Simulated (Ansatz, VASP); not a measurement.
## BiTe: VASP beside Ansatz

```
Bi Te
1.0
     0.00000    3.23500    3.23500
     3.23500    0.00000    3.23500
     3.23500    3.23500    0.00000
Bi Te
1 1
Direct
  0.00000 0.00000 0.00000
  0.50000 0.50000 0.50000
```

Alike in both runs: task relaxation of cell and atoms; functional PBE; k mesh 5 × 5 × 5; occupations fermi-dirac, width 0.05 eV; spin-orbit coupling, no magnetisation.

|  | VASP | Ansatz |
| --- | --- | --- |
| version | VASP 6.6.1 | Ansatz 0.2.0 |
| potentials or method | VASP PAW PBE potentials, release 64 (Bi_d, Te) | Ansatz PAW |
| plane-wave cutoff (eV) | 600 | 420 |
| valence electrons in the cell | 21 | 31 |

```tsv
	VASP	Ansatz	Ansatz less VASP
gap on the k mesh at the Fermi level, each at its own relaxed structure (eV)	none	none	-
relaxed volume (Å³/atom)	35.83	36.00	+0.170
relaxed cell length with the largest relative difference (Å)	4.662	4.669	+0.0073
energy change over the relaxation (meV/atom)	-15	-17	-2.4
```

A gap of «none» marks a metal or a gap that the smearing closes. The two sets of potentials don't hold the same shells in valence.

Caveats: the plane-wave basis is chosen anew once the cell has moved, so the energies of steps on either side of that aren't comparable (Ansatz). PBE usually gives volumes a little too large and moduli too small. Zero-point motion and thermal expansion aren't in these numbers.
